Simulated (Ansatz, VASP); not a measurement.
# Si in VASP and in Ansatz

```
Si
1.0
     0.00000    2.72185    2.72185
     2.72185    0.00000    2.72185
     2.72185    2.72185    0.00000
Si
2
Cartesian
  2.7219 2.7219 2.7219
  4.0828 4.0828 4.0828
```

Alike in both runs: task band structure; functional HSE03; k mesh 4 × 4 × 4; occupations fermi-dirac, width 0.05 eV; no spin polarisation.

|  | VASP | Ansatz |
| --- | --- | --- |
| version | VASP 6.6.1 | Ansatz 0.2.0 |
| potentials or method | VASP PAW PBE potentials, release 64 (Si) | Ansatz PAW |
| plane-wave cutoff (eV) | 520 | 420 |
| valence electrons in the cell | 8 | 8 |

```csv
,VASP,Ansatz,Ansatz less VASP
gap on the k mesh at the Fermi level (eV),1.17,1.16,-0.012
least direct gap on the mesh (eV),3.16,3.15,-0.010
gap along the band path (eV),1.03,1.06,+0.032
pressure (GPa),0.3,0.6,+0.32
```

Caveats: the k mesh is coarse (spacing up to 0.50 Å⁻¹), so the values aren't converged, least of all with exact exchange; the PAW data sets were made with another functional, which shifts forces and pressure a little (VASP); the mesh misses the band edges, which the band path finds closer together (VASP); the k mesh misses the band edges, so the gap on the mesh is wider than the one along the path (Ansatz); the PAW data sets come from PBE, with cores solved anew for the run's functional, which leaves a small shift of forces and pressure (Ansatz); the thresholds are loose for stress (Ansatz).
